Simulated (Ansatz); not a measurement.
Cubic perovskite LaAlO3 (cubic high-temperature phase) was calculated with LDA in Ansatz (PAW).

Settings: plane-wave cutoff 520 eV, 10×10×10 k mesh, Fermi–Dirac smearing 0.01 eV, scalar-relativistic PAW data made under PBE.

Pressure at four volumes; x = ln(V/10.449 Å³). One pressure is withheld.

| V (Å³/atom) | x | P (GPa) |
|---|---|---|
| 9.822 | -0.0619 | ? |
| 10.031 | -0.0408 | 9.91 |
| 10.449 | 0.0000 | -0.01 |
| 11.076 | 0.0583 | -11.50 |

Task: Pass a parabola P(x) through the three rows shown, estimate the bulk modulus and its pressure derivative near zero pressure, and predict the withheld pressure.

Result: Slopes between the rows: (-0.01 − (9.91))/(0.0000 − (-0.0408)) = -243.14 and (-11.50 − (-0.01))/(0.0583 − (0.0000)) = -197.08 GPa. Their difference over the span 0.0991 is c = 46.06/0.0991 = 464.8 GPa, so P(x) = 9.91 + (-243.14)(x − (-0.0408)) + 464.8 (x − (-0.0408))(x − (0.0000)). At the middle row B = −dP/dx = −[-243.14 + 464.8 × 0.0408] = 224.2 GPa, and B′ = dB/dP = 2c/B = 4.1. At x = -0.0619 the parabola gives 15.65 GPa; the run gives 15.72 GPa. The Birch–Murnaghan fit to the energies at all volumes has B0 = 223 GPa and B′ = 4.2.

Measured, for comparison: bulk modulus 215 ± 4 GPa (room temperature, no zero-point or thermal correction, cubic phase above 14 GPa, extrapolated to zero pressure; as tabulated in Guennou et al. (2011), arXiv:1105.1276). Computed (rounded) less measured: bulk modulus +4 %. A static lattice is as a rule a little smaller and stiffer than an uncorrected measurement, which can account for part of this.

Note: the relaxation could not lower the start's symmetry, so the cell can be a saddle point above a distorted one.

Spin–orbit coupling is not included.

Ansatz is a program for electronic structure.
